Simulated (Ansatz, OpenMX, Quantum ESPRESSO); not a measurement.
## Al: programs and potentials compared

```xyz
7
Lattice="2.8271 0.0000 0.0000 -1.4135 2.4483 0.0000 0.0000 0.0000 28.7790" Properties=species:S:1:pos:R:3 pbc="T T T"
Al    0.0000    1.6322    7.5000
Al    0.0000    0.0000    9.7965
Al    1.4135    0.8161   12.0930
Al    0.0000    0.0000   14.3895
Al    0.0000    1.6322   16.6860
Al    0.0000    0.0000   18.9825
Al    1.4135    0.8161   21.2790
```

Alike in all runs: functional PBE; k mesh 11 × 11 × 1; occupations fermi-dirac, width 0.05 eV; no spin polarisation; no spin-orbit coupling.

| program and potentials | plane-wave cutoff (eV) | notes | largest force (eV/Å) |
| --- | --- | --- | --- |
| Ansatz, Ansatz PAW | 420 | - | 0.163 |
| OpenMX, OpenMX 2013 PBE set, Al7.0-s2p2d1, grid cutoff 300 Ry | - | atomic basis | 0.109 |
| Quantum ESPRESSO, PseudoDojo 0.4.1 SR PBE standard | 544 | - | 0.154 |

Force on atom 1 (Al), eV/Å:

```csv
program and potentials,x,y,z
"Ansatz, Ansatz PAW",0.000,0.000,-0.163
"OpenMX, OpenMX 2013 PBE set, Al7.0-s2p2d1, grid cutoff 300 Ry",0.000,-0.002,-0.109
"Quantum ESPRESSO, PseudoDojo 0.4.1 SR PBE standard",0.000,0.000,-0.154
```

Rows in atomic bases carry the error of their basis and grid, which can be large.

The functional is the same throughout but for its coding, so the spread measures potentials, basis and numerics; runs on potential files found faulty are left out.
